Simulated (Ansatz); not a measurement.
The reference is ZnTe in the zinc blende structure (space group F-43m, No. 216; a = 6.179 Å).

Computed with PBE, PAW, 420 eV (Ansatz, a quantum-chemistry and plane-wave program; no spin-orbit coupling), earlier PAW set.

For the base:

| Item | Value |
|---|---|
| Valley order | Γ 1.07 eV; L along ⟨111⟩ 1.73 eV; a point along ⟨100⟩, about 0.9 Å⁻¹ from Γ 2.28 eV |
| Density | 5.43 g/cm³ |

Modification: cell and atoms relaxed at a pressure of 75 GPa.

Question: What does the calculation give for the valley order and density after the change?

Answer: The valley order (the lowest conduction-band minima on the path, energy above the VBM, named in the base's zone) changes from Γ 1.07 eV; L along ⟨111⟩ 1.73 eV; a point along ⟨100⟩, about 0.9 Å⁻¹ from Γ 2.28 eV to a point along ⟨100⟩, about 1.0 Å⁻¹ from Γ 0.73 eV; a point along ⟨100⟩, about 0.9 Å⁻¹ from Γ 0.73 eV; the density rises by 3.703 g/cm³, from 5.43 g/cm³ to 9.14 g/cm³.

Spin-orbit coupling, missing from the scalar runs, can matter with Te. The levels and masses belong to the bands next to the band gap. Load acts through the strain it causes; cell and atoms are relaxed under it. Whether these cells are dynamically stable was not tested. Measured, ZnTe leaves this structure (for cinnabar) near 9.5 GPa (temperature not stated; as listed in Datta, Sujoy, Jana, Debnarayan, arXiv (2020)), on rising pressure, with hysteresis.
